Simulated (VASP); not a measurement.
SiO2 (Cristobalite), 12 atoms in the cell. The structure is tetragonal, space group P4_12_12 (No. 92). The conventional cell has a = 5.025 Å, b = 5.025 Å, c = 7.000 Å, α = 90.00°, β = 90.00°, γ = 90.00°. Si (site symmetry 2) is surrounded by 4 O at 1.62 Å. O (site symmetry 1) is surrounded by 2 Si at 1.62 Å. 

| Property | Result |
| --- | --- |
| Program | VASP 6.6.1 |
| Task | dielectric tensor |
| Functional | PBEsol |
| Potentials or basis | VASP PAW PBE potentials, release 64 (Si, O) |
| Cutoff | 600 eV |
| k mesh | 6 × 6 × 4 |
| Occupations | gaussian, width 0.03 eV |
| Spin | no spin polarisation |
| Monkhorst-Pack mesh | yes |
| Further INCAR settings | ALGO = Normal; EDIFF = 1e-08 |

Potentials or basis: VASP PAW PBE potentials, release 64 (Si, O).

Run with:

```bash
$ cat potpaw_PBE.64/Si/POTCAR potpaw_PBE.64/O/POTCAR > POTCAR
$ mpirun -np 4 vasp_std > vasp.out
```

Hardware: 4 MPI ranks on Intel(R) Xeon(R) 6975P-C (Granite Rapids), with other jobs on the host.

Task: How long does it take, and how much memory?

Result: Wall time 4.2 min on 4 MPI ranks on Intel(R) Xeon(R) 6975P-C (Granite Rapids) (shared host), peak memory 0.76 GiB a rank. Counts: scf iterations 126, k points 12.
